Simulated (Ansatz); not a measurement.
# InSb: a line through a two-coordinate scan

One table from this session's results is given with a row withheld; the runs are named, their logs left out.

Method: DFT PBE, scalar-relativistic, plane waves, PAW, in Ansatz 0.2.0.

## The starting structure

The structure is cubic, space group Fm-3m (No. 225). The conventional cell has a = 6.150 Å, b = 6.150 Å, c = 6.150 Å, α = 90.00°, β = 90.00°, γ = 90.00°. Around In (site symmetry m-3m) lie 6 Sb at 3.08 Å. Around Sb (site symmetry m-3m) lie 6 In at 3.08 Å.

Coordinates:

```
In Sb
1.0
     0.00000    3.07518    3.07518
     3.07518    0.00000    3.07518
     3.07518    3.07518    0.00000
In Sb
1 1
Direct
  0.00000 0.00000 0.00000
  0.50000 0.50000 0.50000
```

It goes back to an entry of the Materials Project, which need not be the stable form.

## What is varied

The energy is mapped over two homogeneous strains (x along [1 0 0], y along [0 1 0], z along [0 0 1] of the conventional cell).

The axes are (1) strain +e along x and -e along y: 7 values from −11.0 %; (2) strain +e along z and -e/2 along x and y: 7 values from −15 to 15 %.

Nothing else is relaxed (symmetry fixes all fractional coordinates). Energies count from the relaxed crystal. Points are written as (first, second).

Set-up of the first run:

input.yaml

```yaml
crystal:
  lattice:
    - [0.0, 3.4186818281, 2.6139062282]
    - [3.1929633374, 0.0, 2.6139062282]
    - [3.1929633374, 3.4186818281, 0.0]
  atoms:
    - { symbol: In, position: [0.0, 0.0, 0.0] }
    - { symbol: Sb, position: [0.5, 0.5, 0.5] }
basis:
  ecutwfc: 420
kpoints:
  mp_grid: { grid: [12, 12, 12] }
hamiltonian:
  xc: pbe
  pseudopotentials: { kind: paw, azcp: { folder: soft_1 } }
scf:
  occupations: { method: gaussian, width: 0.15 }
output:
  forces: true
  stress: true
  eigenvalues: true
```

Started as:

```
$ ansatz run input.yaml --threads 1 --pin off --max-ram 2048MiB --backend cpu --events-out ev --progress --plain --runs-dir out
```

Among the steps run: Grid point (−3.7 %, −15 %); Grid point (−3.7 %, −10 %); Point (−3.7 %, −5 %); Point (−3.7 %, 0 %); Grid point (−3.7 %, 5 %); Grid point (−3.7 %, 10 %); The run at (−3.7 %, 15 %).

One of the session's tables, all rows but one given; the rest of the session is left out.

It belongs to the step «The line in numbers». 

| strain +e along z and -e/2 along x and y (%) | energy (meV/atom) | slope (meV/atom per %) | pressure (GPa) |
| --- | --- | --- | --- |
| −15 | 406 | −68 | 8.5 |
| −10 | 157 | −35 | 3.6 |
| −5 | ? | ? | ? |
| 0 | 20 | 2 | 0.5 |
| 5 | 53 | 11 | 1.2 |
| 10 | 130 | 20 | 3.3 |
| 15 | 254 | 30 | 6.4 |

Q: Estimate the row for strain +e along z and -e/2 along x and y (%) = −5 from the others.

Worked estimate for «energy (meV/atom)». A straight line through the neighbours (−10, 157) and (0, 20) gives 157 + (20 − 157) × (−5 − −10) / (0 − −10) = 88; a parabola fitted to 4 rows on both sides gives 42.

**Answer.** energy (meV/atom): 44; slope (meV/atom per %): −13; pressure (GPa): 1.1. In «energy (meV/atom)» the line misses by +44 and the parabola by -2.

Energies count from the relaxed crystal.

In words: The lowest point of the line is at 0 %, 20 meV/atom from the zero. Divided by the reference volume, that is a stiffness of about 140 GPa for this pattern of strain. The highest point computed, at −15 %, lies 386 meV/atom above the lowest.
